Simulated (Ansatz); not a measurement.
# Nickel, fcc: r²SCAN0 at the r²SCAN geometry

Aim: see what exact exchange does to the levels and moments, and what it costs. The geometry was relaxed under r²SCAN beforehand and is kept. Exact exchange is dear, so the k-mesh is coarse, and r²SCAN is run on the same mesh for comparison.

Computed with Ansatz 0.2.0 (DFT, plane waves (500 eV) with PBE-made PAW files, scalar-relativistic; functionals as named at each step, unless a step says otherwise).

## Step 1: The system as given

It takes space group Fm-3m (No. 225, cubic). The conventional cell has a = 3.476 Å, b = 3.476 Å, c = 3.476 Å, α = 90.00°, β = 90.00°, γ = 90.00°. Ni (site symmetry m-3m) is surrounded by 12 Ni at 2.46 Å.

Coordinates:

```cif
data_structure
_symmetry_space_group_name_H-M 'Fm-3m'
_symmetry_Int_Tables_number 225
_cell_length_a 3.4761
_cell_length_b 3.4761
_cell_length_c 3.4761
_cell_angle_alpha 90.000
_cell_angle_beta 90.000
_cell_angle_gamma 90.000
_cell_volume 42.00
loop_
_atom_site_label
_atom_site_type_symbol
_atom_site_symmetry_multiplicity
_atom_site_Wyckoff_symbol
_atom_site_fract_x
_atom_site_fract_y
_atom_site_fract_z
_atom_site_occupancy
Ni1 Ni 4 a 0.00000 0.00000 0.00000 1
```

Starting moments (μB): +0.81.

## Step 2: r²SCAN on the coarse mesh

The run with r²SCAN.

input.yaml

```yaml
crystal:
  lattice:
    - [0.0, 1.7380692764, 1.7380692764]
    - [1.7380692764, 0.0, 1.7380692764]
    - [1.7380692764, 1.7380692764, 0.0]
  atoms:
    - { symbol: Ni, position: [0.0, 0.0, 0.0], spin: 0.807 }
hamiltonian:
  xc: r2scan
  pseudopotentials:
    kind: paw
    azcp:
      Ni: "pseudopotentials/Ni.paw.azcp"
basis:
  ecutwfc: 500
  fft_grid_basis: typed
kpoints:
  mp_grid: { grid: [8, 8, 8], shift: [0, 0, 0] }
magnetization:
  spin_polarized: true
scf:
  occupations: { method: fermi_dirac, width: 0.1 }
```

The program printed (excerpt; [...] marks lines left out):

```text
Warning: RAYON_NUM_THREADS=4 ignored (pool sized by the plan → 4); use --threads N
[...]
Pseudopotentials: kind: paw
Pseudopotential: Ni, paw, valence charge 18, recommended cutoff 500 eV (meta_gga), <dir>
Functional definition: r2SCAN
[...]
Crystal: 1 atoms, lattice volume = 10.501 Å³
Basis set: ecut = 500 eV, 283 PW (Γ), exchange–correlation on 72×72×72 points (64 copies of the dense FFT grid, shifted against one another)
Bands: 14, of which v1, the nominal top of the filled ones, is band 9 counted from 1 (8 counted from 0)
Symmetry: 48 space group operations
Space group: Fm-3m (ITA 225), of the structure as read, at distance tolerance 2.2e-5 Å
Magnetic group: BNS 225.116 (UNI 1618), of the structure as read, at distance tolerance 2.2e-5 Å
k-points: 29 of 512
[...]
Starting moments: Σ|m| = 0.807 μB on 1 of 1 site
[...]
SCF iter   1: F=—  HF=-5844.404014 eV  |F-HF|=—  |Δ(HF+E_count)|=         —  Δρ=5.70e-2 (↑1.16e-2 ↓5.70e-2)  dr2=2.74e-1  dr2_τ=5.28e-3  dr2_m=6.17e-2  M=0.769 μB ∫|m|=0.859 μB  β_m=1.00  ethr=2.50e-3  ⟨swp⟩=3.3  Hψ=6248  notcnv=0
[...]
SCF iter  15: F=-5845.315537 eV  HF=-5845.315537 eV  |F-HF|=1.59e-7  |Δ(HF+E_count)|=   1.48e-7  Δρ=8.99e-6 (↑8.99e-6 ↓4.02e-6)  dr2=1.07e-8  dr2_τ=3.13e-11  dr2_m=6.72e-10  M=0.700 μB ∫|m|=0.869 μB  ethr=1.54e-11  ⟨swp⟩=1.9  Hψ=2633  notcnv=0
[...]
this state was not tested for a lower state beside it, because the mixer in use, unlike msr1, does not test its closes by its own steps (another_mixer; see scf.mixing.algorithm and scf.lower_state_search)
SCF converged after 15 iterations
Magnetization: 0.7000 μB (9.3500 up, 8.6500 down)
Absolute magnetization: 0.8701 μB (∫|ρ↑−ρ↓|, with the PAW one-centre terms)
Spin contamination: 0.0178 ħ² per cell (⟨S²⟩ above its minimum at these occupations)
Per-site moments (μB) at R_I (Å): [(0.7676510059501762, 1.0139254714994097)]
Free energy (F): -5845.315537 eV
[...]
E sigma→0 (E₀):  -5845.293736 eV
Entropy (-TS):   -0.043602 eV (-43.602 meV/atom)
Fermi energy:    18.928959 eV
[...]
```

Run time: 2.1 s. Hardware: 4 threads of an x86-64 CPU, shared host; peak memory 0.32 GiB.

## Step 3: r²SCAN0, coarse mesh

The run with r²SCAN0.

Changes to input.yaml since step 2:

```diff
@@ -8,3 +8,3 @@
 hamiltonian:
-  xc: r2scan
+  xc: r2scan0
   pseudopotentials:
```

The program printed (excerpt; [...] marks lines left out):

```text
Warning: RAYON_NUM_THREADS=4 ignored (pool sized by the plan → 4); use --threads N
[...]
[... 2 set-up lines as earlier in the session ...]
Functional definition: r2SCAN0
[...]
Crystal: 1 atoms, lattice volume = 10.501 Å³
Basis set: ecut = 500 eV, 283 PW (Γ), exchange–correlation on 72×72×72 points (64 copies of the dense FFT grid, shifted against one another)
Bands: 14, of which v1, the nominal top of the filled ones, is band 9 counted from 1 (8 counted from 0)
[... 2 set-up lines as earlier in the session ...]
Magnetic group: BNS 225.116 (UNI 1618), of the structure as read, at distance tolerance 2.2e-5 Å
k-points: 29 of 512
[...]
Starting moments: Σ|m| = 0.807 μB on 1 of 1 site
[...]
hybrid SCF converged: 16 outer / 75 inner (+13 warm-up), last move |dexx| = 1.22e-8 eV, tail = 2.10e-8 eV
Magnetization: 1.0301 μB (9.5151 up, 8.4849 down)
Absolute magnetization: 1.3899 μB (∫|ρ↑−ρ↓|, with the PAW one-centre terms)
Spin contamination: 0.0928 ħ² per cell (⟨S²⟩ above its minimum at these occupations)
Per-site moments (μB) at R_I (Å): [(1.1608945797648251, 1.0139254714994097)]
Free energy (F): -5842.203268 eV
Frozen-core exchange: fock
[...]
E sigma→0 (E₀):  -5842.199242 eV
Entropy (-TS):   -0.008054 eV (-8.054 meV/atom)
Fermi energy:    19.182918 eV
[...]
--- Band table (eV; the first three rows and the last of 58) ---
  k-point 0 ↑: bands = ["-95.2423", "-52.8823", "-52.8823", "-52.8823", "7.6189", "12.7640", "12.7640", "12.7640", "14.4000", "14.4000", "44.8629", "49.3325"]
[...]
  guard bands above this table: 2 of the run's 14 bands. The solve was not asked for them (output.publish_guard_bands: true or output.eigenvalues: true publishes all)
```

Wall time 39 s (4 threads of an x86-64 CPU, shared host); peak memory 0.9 GiB.

## Step 4: The functionals compared

| functional | gap on the mesh | Fermi energy (eV) | magnetic state | SCF cycles | exchange loops | CPU time |
| --- | --- | --- | --- | --- | --- | --- |
| r²SCAN | none (levels filled in part) | 18.929 | ferromagnetic, up to 0.77 μB per atom | 15 | - | 5.3 s |
| r²SCAN0 | none (levels filled in part) | 19.183 | ferromagnetic, up to 1.16 μB per atom | 88 | 16 | 2.1 min |

## Step 5: What came out

```
                             quantity                                  value
                          r²SCAN: gap           none (levels filled in part)
               r²SCAN: magnetic state  ferromagnetic, up to 0.77 μB per atom
                         r²SCAN0: gap           none (levels filled in part)
              r²SCAN0: magnetic state  ferromagnetic, up to 1.16 μB per atom
  r²SCAN0: SCF cycles, exchange loops                                 88, 16
r²SCAN0: CPU time over that of r²SCAN                                     24
```

In words: Neither r²SCAN nor r²SCAN0 shows a clean gap on this mesh. The largest moment goes from 0.77 to 1.16 μB; exact exchange favours larger moments in itinerant magnets. The hybrid took 24 times as much CPU time as r²SCAN on the same settings. The exchange operator of r²SCAN0 was renewed in 16 outer loops. The cell taken over is 4 % smaller than the measured one (10.94 Å³/atom, COD). The total energies in the logs cannot be compared from one functional to another.
